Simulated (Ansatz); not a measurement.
## WC: pressure and energy less free atoms against volume per atom

All results are calculated (Ansatz 0.2.0). Periodic Kohn-Sham DFT of a crystal at fixed atoms; pressure and stress are positive in compression; the energy is the free energy less that of spherical unpolarised free atoms; site moments are those in the method's own spheres, positive along +z.

Cell of the first row (space group P-6m2, No. 187):
```
CELL_PARAMETERS angstrom
2.84130 0.00000 0.00000
-1.42060 2.46060 0.00000
0.00000 0.00000 2.77120
ATOMIC_POSITIONS crystal
W 0.00000 0.00000 0.00000
C 0.66667 0.33333 0.50000
```

Settings of every row: method all-electron LAPW; functional PBE; relativity scalar; k mesh 13x13x12; filling fermi-dirac; smearing width 0.05 eV; basis error target 1 meV/atom; nucleus gaussian.

Atom start moment: 0 on all atoms.

Limits: no spin-orbit coupling on heavy atoms.

```
row  volume per atom (Å³)  pressure (GPa)  energy less free atoms (eV/atom)
  1                 9.687           37.95                          -10.3856
  2                 9.693          37.665                          -10.3868
  3                 9.894          27.093                          -10.4273
  4                 9.997          22.072                          -10.4431
  5                  10.1          17.303                          -10.4557
  6                10.306           8.471                          -10.4722
  7                10.409           4.383                          -10.4763
  8                10.512           0.499                          -10.4779
  9                10.615               ?                                 ?
 10                10.718          -6.697                          -10.4738
 11                10.924         -13.191                          -10.4609
```

Question: what pressure and energy less free atoms should row 9 give?

Worked fit of pressure. Take u = (V_r/V)^(2/3) − 1 with V_r = 10.203 Å³ an atom, which is twice the finite (Eulerian) strain; such expansions in the strain, on which the Birch-Murnaghan equation of state is built, carry the rest volume and the bulk modulus. The shown rows have u = 0.0352, 0.03478, 0.02071, 0.01369, 0.00679, -0.00667, -0.01324, -0.01969, -0.0323, -0.0445. Least squares give pressure = 12.7805 + 657.03 × u + 1658.08 × u² GPa; a straight line predicts inner rows, each left out in turn, worse (root mean square 1 against 0.022 GPa). The rows lie off it by -0.012, 0.027, -0.006, -0.014, -0.015, -0.001, 0.011, 0.013, 0.015, -0.017 (root mean square 0.015 GPa). The pressure vanishes at u = -0.0205, or V = 10.53 Å³ an atom, and there the bulk modulus at fixed shape and fractions is B = −V dP/dV = (2/3)(1 + u) dP/du = 385 GPa. Letting shape and atoms relax would as a rule lower it, by much in layered, chain or molecular crystals. The withheld row has u = -0.02605, so the fit gives 12.7805 + 657.03 × (-0.02605) + 1658.08 × (-0.02605)² = -3.210 GPa.

The calculation gave -3.191 GPa. The fit lies 0.019 GPa (0.037 % of the column's range) below it; its largest miss of a shown row is 0.027 GPa.

Worked fit of energy less free atoms. Take u = (V_r/V)^(2/3) − 1 with V_r = 10.203 Å³ an atom, which is twice the finite (Eulerian) strain; such expansions in the strain, on which the Birch-Murnaghan equation of state is built, carry the rest volume and the bulk modulus. The shown rows have u = 0.0352, 0.03478, 0.02071, 0.01369, 0.00679, -0.00667, -0.01324, -0.01969, -0.0323, -0.0445. Least squares give energy less free atoms = −10.46536 + 1.222 × u + 29.725 × u² eV/atom; a straight line predicts inner rows, each left out in turn, worse (root mean square 0.018 against 6.7e-05 eV/atom). The rows lie off it by -0.0001, 0.0001, 0.0000, 0.0000, 0.0000, 0.0000, 0.0000, 0.0000, 0.0000, 0.0000. Its lowest point lies at u = -0.0206, or V = 10.53 Å³ an atom, and the curvature there gives the bulk modulus at fixed shape and fractions, B = (4/9)(1 + u)² E″(u)/V = 386 GPa. Letting shape and atoms relax would as a rule lower it, by much in layered, chain or molecular crystals. The withheld row has u = -0.02605, so the fit gives −10.46536 + 1.222 × (-0.02605) + 29.725 × (-0.02605)² = -10.4770 eV/atom.

The calculation gave -10.477 eV/atom. The fit meets it to the printed digit.
